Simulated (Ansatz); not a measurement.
The system is P.

```
CELL_PARAMETERS angstrom
1.64774 -5.46504 0.00000
1.64774 5.46504 0.00000
0.00000 0.00000 4.54364
ATOMIC_POSITIONS crystal
P 0.90414 0.09586 0.58882
P 0.09586 0.90414 0.41118
P 0.59586 0.40414 0.08882
P 0.40414 0.59586 0.91118
```

Base run:

```yaml
Program: Ansatz 0.2.0
Functional: PBE
Potentials_or_basis: all-electron LAPW, scalar-relativistic
Cutoff: 207 eV (chosen from the basis error)
Basis_error_allowed: 0.003 eV/atom
k_mesh: 5 × 5 × 4
Occupations: fermi-dirac, width 0.04 eV
Spin: no spin polarisation
```

Its results: band gap on the k mesh 0.44 eV, direct; pressure 2.1 GPa; largest force 0.330 eV/Å.

Task: The run is repeated on the same cell with these changes: basis error allowed from 0.003 eV/atom to 0.002 eV/atom; k mesh from 5 × 5 × 4 to 6 × 6 × 4. What comes out?

Result: Band gap on the k mesh 0.10 eV, direct; pressure 2.1 GPa; largest force 0.339 eV/Å.

Caveats: an odd mesh through Γ misses points on the zone boundary, where band edges often lie (some runs).
